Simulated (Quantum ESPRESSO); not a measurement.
# Ag (Im-3m) in Quantum ESPRESSO: single point with PBE

Aim: the single point of Ag with PBE.

Everything below comes from runs of Quantum ESPRESSO 7.5. Logs are shortened: lines on timing, memory, paths and dates and some standing lists are left out, and cuts for length are marked.

**1. Starting point**

The structure is cubic, space group Im-3m (No. 229). The conventional cell has a = 3.311 Å, b = 3.311 Å, c = 3.311 Å, α = 90.00°, β = 90.00°, γ = 90.00°. Ag (site symmetry m-3m) has 8 Ag at 2.87 Å as nearest neighbours.

This isn't the form of Ag at room conditions, which is fcc.

**2. Single point, PBE**

Input file run.py:

```python
import numpy as np
from ase.calculators.espresso import Espresso, EspressoProfile
from ase.io import read

atoms = read('POSCAR')

input_data = {
    'control': {'calculation': 'scf', 'prefix': 'pwscf', 'outdir': './tmp', 'tprnfor': True, 'tstress': True, 'disk_io': 'nowf'},
    'system': {'ecutwfc': 60.0, 'nbnd': 16, 'occupations': 'smearing', 'smearing': 'fd', 'degauss': 0.00367493},
    'electrons': {'conv_thr': 2e-10, 'electron_maxstep': 120, 'mixing_beta': 0.5},
}
pseudopotentials = {'Ag': 'Ag_ONCV_PBE-1.0.oncvpsp.upf'}
profile = EspressoProfile(command='pw.x', pseudo_dir='pseudo')
dft = Espresso(profile=profile, input_data=input_data, pseudopotentials=pseudopotentials, kpts=(11, 11, 11), koffset=(0, 0, 0))
atoms.calc = dft

print(f'energy {atoms.get_potential_energy():.8f} eV')
print('forces (eV/A)')
print(np.round(atoms.get_forces(), 6))
print('stress (eV/A^3, Voigt)')
print(np.round(atoms.get_stress(), 8))
print(f'Fermi level {dft.get_fermi_level():.4f} eV')
```

Input file POSCAR:

```
Ag
1.0
   -1.6556540000      1.6556540000      1.6556540000
    1.6556540000     -1.6556540000      1.6556540000
    1.6556540000      1.6556540000     -1.6556540000
Ag
1
Direct
    0.0000000000      0.0000000000      0.0000000000
```

Potentials or basis: SSSP 1.3 efficiency PBE.

Launch:

```sh
$ OMP_NUM_THREADS=1 python run.py
```

The program printed:

```text
energy -3909.29164491 eV
forces (eV/A)
[[0. 0. 0.]]
stress (eV/A^3, Voigt)
[0.00605617 0.00605617 0.00605617 0.         0.         0.        ]
Fermi level 16.5688 eV
```

espresso.pwi:

```text
&CONTROL
   calculation      = 'scf'
   tstress          = .true.
   tprnfor          = .true.
   outdir           = './tmp'
   prefix           = 'pwscf'
   disk_io          = 'nowf'
   pseudo_dir       = 'pseudo'
/
&SYSTEM
   nbnd             = 16
   ecutwfc          = 60.0
   occupations      = 'smearing'
   degauss          = 0.00367493
   smearing         = 'fd'
   ntyp             = 1
   nat              = 1
   ibrav            = 0
/
&ELECTRONS
   electron_maxstep = 120
   conv_thr         = 2e-10
   mixing_beta      = 0.5
/
&IONS
/
&CELL
/
&FCP
/
&RISM
/
ATOMIC_SPECIES
Ag 107.8682 Ag_ONCV_PBE-1.0.oncvpsp.upf

K_POINTS automatic
11 11 11  0 0 0

CELL_PARAMETERS angstrom
-1.65565400000000 1.65565400000000 1.65565400000000
1.65565400000000 -1.65565400000000 1.65565400000000
1.65565400000000 1.65565400000000 -1.65565400000000

ATOMIC_POSITIONS angstrom
Ag 0.0000000000 0.0000000000 0.0000000000
```

espresso.pwo:

```text
This program is part of the open-source Quantum ESPRESSO suite
     for quantum simulation of materials; please cite
         "P. Giannozzi et al., J. Phys.:Condens. Matter 21 395502 (2009);
         "P. Giannozzi et al., J. Phys.:Condens. Matter 29 465901 (2017);
         "P. Giannozzi et al., J. Chem. Phys. 152 154105 (2020);
     in publications or presentations arising from this work. More details at

Warning: card &CELL ignored
Warning: card &FCP ignored
Warning: card &RISM ignored

     Message from routine setup:
     using ibrav=0 with symmetry is DISCOURAGED, use correct ibrav instead

     G-vector sticks info
     --------------------
     sticks:   dense  smooth     PW     G-vecs:    dense   smooth      PW
     Sum         535     535    173                 7803     7803    1433

     Using Slab Decomposition

     bravais-lattice index     =            0
     lattice parameter (alat)  =       5.4191  a.u.
     unit-cell volume          =     122.5083 (a.u.)^3
     number of atoms/cell      =            1
     number of atomic types    =            1
     number of electrons       =        19.00
     number of Kohn-Sham states=           16
     kinetic-energy cutoff     =      60.0000  Ry
     charge density cutoff     =     240.0000  Ry
     scf convergence threshold =      2.0E-10
     mixing beta               =       0.5000
     number of iterations used =            8  plain     mixing
     Exchange-correlation= PBE
                           (   1   4   3   4   0   0   0)

     celldm(1)=   5.419124  celldm(2)=   0.000000  celldm(3)=   0.000000
     celldm(4)=   0.000000  celldm(5)=   0.000000  celldm(6)=   0.000000

     crystal axes: (cart. coord. in units of alat)
               a(1) = (  -0.577350   0.577350   0.577350 )
               a(2) = (   0.577350  -0.577350   0.577350 )
               a(3) = (   0.577350   0.577350  -0.577350 )

     reciprocal axes: (cart. coord. in units 2 pi/alat)
               b(1) = ( -0.000000  0.866025  0.866025 )
               b(2) = (  0.866025 -0.000000  0.866025 )
               b(3) = (  0.866025  0.866025  0.000000 )

     PseudoPot. # 1 for Ag read from file:
     Ag_ONCV_PBE-1.0.oncvpsp.upf
     Pseudo is Norm-conserving, Zval = 19.0
     Generated using ONCVPSP code by D. R. Hamann
     Using radial grid of 1398 points,  6 beta functions with:
                l(1) =   0
                l(2) =   0
                l(3) =   1
                l(4) =   1
                l(5) =   2
                l(6) =   2

     atomic species   valence    mass     pseudopotential
     Ag               19.00   107.86820     Ag( 1.00)

     48 Sym. Ops., with inversion, found

   Cartesian axes

     site n.     atom                  positions (alat units)
         1        Ag     tau(   1) = (   0.0000000   0.0000000   0.0000000  )

     number of k points=    56  Fermi-Dirac smearing, width (Ry)=  0.0037
                       cart. coord. in units 2pi/alat
        k(    1) = (   0.0000000   0.0000000   0.0000000), wk =   0.0015026
        k(    2) = (   0.0787296   0.0787296   0.0000000), wk =   0.0180316
        k(    3) = (   0.1574592   0.1574592   0.0000000), wk =   0.0180316
        k(    4) = (   0.2361887   0.2361887   0.0000000), wk =   0.0180316
        k(    5) = (   0.3149183   0.3149183   0.0000000), wk =   0.0180316
        k(    6) = (   0.3936479   0.3936479   0.0000000), wk =   0.0180316
[... 48 lines left out ...]
        k(   55) = (  -0.7872958  -0.0787296  -0.0787296), wk =   0.0120210
        k(   56) = (  -0.0000000  -0.0000000   0.7872958), wk =   0.0090158

     Dense  grid:     7803 G-vectors     FFT dimensions: (  27,  27,  27)

     Initial potential from superposition of free atoms

     starting charge      18.9997, renormalised to      19.0000
     Starting wfcs are   10 randomized atomic wfcs +    6 random wfcs

     Self-consistent Calculation

     iteration #  1     ecut=    60.00 Ry     beta= 0.50
     Davidson diagonalization with overlap
     ethr =  1.00E-02,  avg # of iterations =  4.2

     Threshold (ethr) on eigenvalues was too large:
     Diagonalizing with lowered threshold

     Davidson diagonalization with overlap
     ethr =  1.60E-04,  avg # of iterations =  1.7

     total energy              =    -287.32026767 Ry
     estimated scf accuracy    <       0.03034641 Ry

     iteration #  2     ecut=    60.00 Ry     beta= 0.50
     Davidson diagonalization with overlap
     ethr =  1.60E-04,  avg # of iterations =  2.0

     total energy              =    -287.32736628 Ry
     estimated scf accuracy    <       0.00218647 Ry

     iteration #  3     ecut=    60.00 Ry     beta= 0.50
     Davidson diagonalization with overlap
     ethr =  1.15E-05,  avg # of iterations =  2.1

     total energy              =    -287.32762182 Ry
     estimated scf accuracy    <       0.00020907 Ry

     iteration #  4     ecut=    60.00 Ry     beta= 0.50
     Davidson diagonalization with overlap
     ethr =  1.10E-06,  avg # of iterations =  2.4

     total energy              =    -287.32766082 Ry
     estimated scf accuracy    <       0.00000773 Ry

     iteration #  5     ecut=    60.00 Ry     beta= 0.50
     Davidson diagonalization with overlap
     ethr =  4.07E-08,  avg # of iterations =  1.8

     total energy              =    -287.32766123 Ry
     estimated scf accuracy    <       0.00000065 Ry

     iteration #  6     ecut=    60.00 Ry     beta= 0.50
     Davidson diagonalization with overlap
     ethr =  3.44E-09,  avg # of iterations =  2.0

     total energy              =    -287.32766141 Ry
     estimated scf accuracy    <       0.00000006 Ry

     iteration #  7     ecut=    60.00 Ry     beta= 0.50
     Davidson diagonalization with overlap
     ethr =  3.41E-10,  avg # of iterations =  1.0

     total energy              =    -287.32766141 Ry
     estimated scf accuracy    <          9.9E-09 Ry

     iteration #  8     ecut=    60.00 Ry     beta= 0.50
     Davidson diagonalization with overlap
     ethr =  5.23E-11,  avg # of iterations =  2.0

     total energy              =    -287.32766141 Ry
     estimated scf accuracy    <          5.8E-10 Ry

     iteration #  9     ecut=    60.00 Ry     beta= 0.50
     Davidson diagonalization with overlap
     ethr =  3.04E-12,  avg # of iterations =  2.0

     End of self-consistent calculation

          k = 0.0000 0.0000 0.0000 (   959 PWs)   bands (ev):

   -75.3642 -38.7394 -38.7394 -38.7394   9.2742  11.8720  11.8720  11.8720
    13.0750  13.0750  34.5708  34.5708  34.5708  39.6897  39.6897  39.6900

          k = 0.0787 0.0787 0.0000 (   957 PWs)   bands (ev):

   -75.3631 -38.7499 -38.7432 -38.7392   9.5312  11.8128  11.8834  12.0129
    13.0139  13.0794  33.6712  34.3869  34.6902  37.7543  37.9006  38.1960

          k = 0.1575 0.1575 0.0000 (   959 PWs)   bands (ev):

   -75.3601 -38.7779 -38.7535 -38.7389  10.2006  11.6574  11.9691  12.4086
    12.9120  13.0945  30.8356  33.2714  34.9851  35.7904  36.6704  37.8103

          k = 0.2362 0.2362 0.0000 (   969 PWs)   bands (ev):

   -75.3562 -38.8145 -38.7670 -38.7384  10.7148  11.4608  12.6279  12.8969
    12.9723  13.1215  27.2524  31.7390  33.5158  35.3176  36.4926  39.2334

          k = 0.3149 0.3149 0.0000 (   967 PWs)   bands (ev):

   -75.3526 -38.8479 -38.7793 -38.7380  10.6810  11.2863  12.9565  13.1538
    13.5480  14.2685  23.7772  30.5393  31.7306  35.5745  36.6369  41.4470

          k = 0.3936 0.3936 0.0000 (   971 PWs)   bands (ev):

   -75.3505 -38.8678 -38.7867 -38.7378  10.5648  11.1853  13.0131  13.1766
    13.9235  16.2092  20.9547  29.9009  30.7324  35.7077  36.8227  41.0448

          k = 0.1575 0.0787 0.0787 (   967 PWs)   bands (ev):

   -75.3611 -38.7694 -38.7472 -38.7418  10.0071  11.7573  11.8190  12.3298
    12.9164  13.1062  32.3190  32.8737  35.0466  35.4100  37.4629  38.5337

          k = 0.2362 0.1575 0.0787 (   965 PWs)   bands (ev):

   -75.3576 -38.8004 -38.7592 -38.7426  10.6925  11.5945  11.9273  12.8415
    12.9299  13.1880  29.1896  31.2128  33.4202  35.4401  38.1290  38.5013

          k = 0.3149 0.2362 0.0787 (   965 PWs)   bands (ev):

   -75.3539 -38.8331 -38.7742 -38.7424  10.8628  11.4019  12.6026  12.8916
    13.1982  14.0697  25.5989  29.9437  31.7737  35.7654  38.2584  39.4427

          k = 0.3936 0.3149 0.0787 (   959 PWs)   bands (ev):

   -75.3510 -38.8579 -38.7858 -38.7422  10.7272  11.2639  12.9295  13.0514
    13.5210  15.7958  22.3370  29.0449  30.6442  35.9940  38.2203  40.3743

          k = 0.4724 0.3936 0.0787 (   970 PWs)   bands (ev):

   -75.3500 -38.8670 -38.7902 -38.7421  10.6565  11.2145  13.0085  13.0492
    13.7401  17.2149  20.4300  28.7108  30.2450  36.0781  38.2533  40.4888

          k = 0.3149 0.1575 0.1575 (   963 PWs)   bands (ev):

   -75.3543 -38.8257 -38.7703 -38.7479  11.0649  11.6111  11.9141  12.8182
    13.1920  14.1308  27.5495  27.9614  32.0074  35.7877  38.5757  40.6354

          k = 0.3936 0.2362 0.1575 (   964 PWs)   bands (ev):

   -75.3513 -38.8456 -38.7865 -38.7499  11.0257  11.4513  12.3655  12.9050
    13.2946  15.7877  24.2698  26.7079  30.9800  36.1520  39.1002  41.3516

          k = 0.4724 0.3149 0.1575 (   958 PWs)   bands (ev):

   -75.3495 -38.8561 -38.7982 -38.7504  10.9251  11.3605  12.6022  12.9995
    13.4378  17.8289  21.3306  26.0716  30.4157  36.4248  39.4200  41.3394
[... 163 lines left out ...]
   -75.3449 -38.8461 -38.8295 -38.7795  11.3121  11.4274  11.9185  13.1965
    13.5624  19.9988  22.6987  22.8768  32.9244  33.0674  35.6070  39.3955

          k =-0.0000-0.0000 0.4724 (   960 PWs)   bands (ev):

   -75.3491 -38.8124 -38.7960 -38.7960  11.5308  11.6236  12.4490  12.4490
    12.9131  15.3544  28.3384  28.3384  29.7023  30.3428  41.4863  42.0474

          k =-0.0000-0.0787 0.5511 (   961 PWs)   bands (ev):

   -75.3459 -38.8346 -38.8090 -38.7985  11.2739  11.4295  12.5035  12.7279
    13.3872  17.0471  25.3797  26.8946  29.5842  31.1134  38.4203  41.7547

          k =-0.0000-0.1575 0.6298 (   956 PWs)   bands (ev):

   -75.3440 -38.8510 -38.8167 -38.7968  11.0579  11.3634  12.4623  12.8686
    13.7919  19.3183  22.2724  26.0559  29.4212  32.8976  35.7925  41.3482

          k = 0.0787-0.0787 0.6298 (   962 PWs)   bands (ev):

   -75.3434 -38.8432 -38.8243 -38.8032  11.0801  11.1970  12.5882  13.1162
    13.6170  19.0349  24.2433  24.5073  30.5627  30.8053  35.4926  41.6060

          k =-0.7873-0.1575-0.1575 (   952 PWs)   bands (ev):

   -75.3425 -38.8468 -38.8314 -38.8031  11.0012  11.1148  12.5730  13.3011
    13.7267  21.3481  21.7182  23.9920  30.5680  32.3631  33.3409  41.4380

          k =-0.0000-0.0000 0.6298 (   964 PWs)   bands (ev):

   -75.3429 -38.8318 -38.8223 -38.8223  11.0019  11.1046  13.0836  13.0836
    13.4107  18.6753  25.3962  25.3962  29.0020  29.7705  35.3139  43.1277

          k =-0.0000-0.0787 0.7086 (   962 PWs)   bands (ev):

   -75.3411 -38.8435 -38.8302 -38.8231  10.8276  10.9017  13.1801  13.3267
    13.7342  20.7936  23.2767  24.5170  29.2714  30.4630  32.6357  43.0237

          k =-0.7873-0.0787-0.0787 (   952 PWs)   bands (ev):

   -75.3402 -38.8405 -38.8405 -38.8254  10.7619  10.7619  13.2572  13.6807
    13.6807  22.8190  22.8752  22.8752  30.2827  30.4028  30.4028  43.1476

          k =-0.0000-0.0000 0.7873 (   948 PWs)   bands (ev):

   -75.3394 -38.8395 -38.8382 -38.8382  10.6425  10.6613  13.6630  13.6630
    13.7164  22.4160  23.6018  23.6018  28.8673  29.5455  30.3176  43.5266

     the Fermi energy is    16.5688 ev

!    total energy              =    -287.32766141 Ry
     estimated scf accuracy    <          3.4E-12 Ry
     smearing contrib. (-TS)   =      -0.00024788 Ry
     internal energy E=F+TS    =    -287.32741353 Ry

     The total energy is F=E-TS. E is the sum of the following terms:
     one-electron contribution =    -117.77604727 Ry
     hartree contribution      =      67.49155027 Ry
     xc contribution           =     -27.09156622 Ry
     ewald contribution        =    -209.95135031 Ry

     convergence has been achieved in   9 iterations

     Forces acting on atoms (cartesian axes, Ry/au):

     atom    1 type  1   force =     0.00000000    0.00000000    0.00000000

     Total force =     0.000000     Total SCF correction =     0.000000

     Computing stress (Cartesian axis) and pressure

          total   stress  (Ry/bohr**3)                   (kbar)     P=       -9.70
  -0.00006596  -0.00000000  -0.00000000           -9.70       -0.00       -0.00
  -0.00000000  -0.00006596  -0.00000000           -0.00       -9.70       -0.00
  -0.00000000  -0.00000000  -0.00006596           -0.00       -0.00       -9.70

=------------------------------------------------------------------------------=
   JOB DONE.
=------------------------------------------------------------------------------=
```

Wall time 14 s (1 thread of Arm Neoverse V1, shared host); peak memory 0.08 GiB.

Results:

```
Free energy            : -3909.2920 eV
Pressure               : -1.0 GPa
Band gap on the k mesh : none (metal or under the smearing width)
```

**3. For comparison**

An earlier run on the cell as given: functional PBE; potentials or basis SSSP 1.3 efficiency PBE; cutoff 816 eV; density cutoff 3265 eV; k mesh 11 × 11 × 11; occupations fermi-dirac, width 0.05 eV; no spin polarisation.

- Pressure: -1.0 GPa
- Band gap on the k mesh: none (metal or under the smearing width)
